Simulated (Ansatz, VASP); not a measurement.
## Two plane-wave programs on Ba

File POSCAR:

```
Ba
1.0
    0.0000000000      3.2326650028      3.2326650028
    3.2326650028      0.0000000000      3.2326650028
    3.2326650028      3.2326650028      0.0000000000
Ba
1
Direct
    0.0000000000      0.0000000000      0.0000000000
```

File INCAR.step1:

```
SYSTEM = Ba
  PREC = Accurate
  ENCUT = 520
  ISMEAR = 0
  SIGMA = 0.1
  LREAL = .False.
  LASPH = .True.
  NELM = 60
  NBANDS = 11
  GGA = PE
  ALGO = Normal
  EDIFF = 1E-4
  LWAVE = .True.
  LCHARG = .False.
```

The input INCAR.step2:

```
SYSTEM = Ba
  PREC = Accurate
  ENCUT = 520
  EDIFF = 1E-6
  ISMEAR = 0
  SIGMA = 0.1
  LREAL = .False.
  LASPH = .True.
  NELM = 60
  ALGO = Normal
  ISIF = 2
  LWAVE = .False.
  LCHARG = .True.
  METAGGA = R2SCAN
  LMIXTAU = .True.
  LELF = .True.
  LVHAR = .True.
  NBANDS = 11
  ISTART = 1
```

File KPOINTS:

```
regular mesh
0
Gamma
  6 6 6
  0 0 0
```

Input for Ansatz:

```yaml
crystal:
  lattice:
    - [0.0, 3.2326650028, 3.2326650028]
    - [3.2326650028, 0.0, 3.2326650028]
    - [3.2326650028, 3.2326650028, 0.0]
  atoms:
    - { symbol: Ba, position: [0.0, 0.0, 0.0] }
basis:
  ecutwfc: 500
kpoints:
  mp_grid: { grid: [6, 6, 6] }
hamiltonian:
  xc: r2scan
scf:
  occupations: { method: gaussian, width: 0.1 }
output:
  forces: true
  stress: true
  eigenvalues: true
```

This isn't the form of Ba at room conditions, which is bcc.

Alike in both runs: task single point; functional r2SCAN; k mesh 6 × 6 × 6; occupations gaussian, width 0.1 eV; no spin polarisation.

```csv
,VASP,Ansatz
version,VASP 6.6.1,Ansatz 0.2.0
potentials or method,"VASP PAW PBE potentials, release 64 (Ba_sv)","scalar-relativistic, plane waves, PAW"
plane-wave cutoff (eV),520,500
valence electrons in the cell,10,10
```

|  | VASP | Ansatz | Ansatz less VASP |
| --- | --- | --- | --- |
| gap on the k mesh at the Fermi level (eV) | none | none | - |
| pressure (GPa) | -0.1 | -0.1 | -0.05 |

A gap of «none» marks a metal or a gap that the smearing closes. The functional is the same, so the differences come from potentials, cutoffs and numerics.

Caveats: the PAW data sets were made with another functional, which shifts forces and pressure a little (VASP). Spin-orbit coupling is left out, which matters for the levels of Ba.
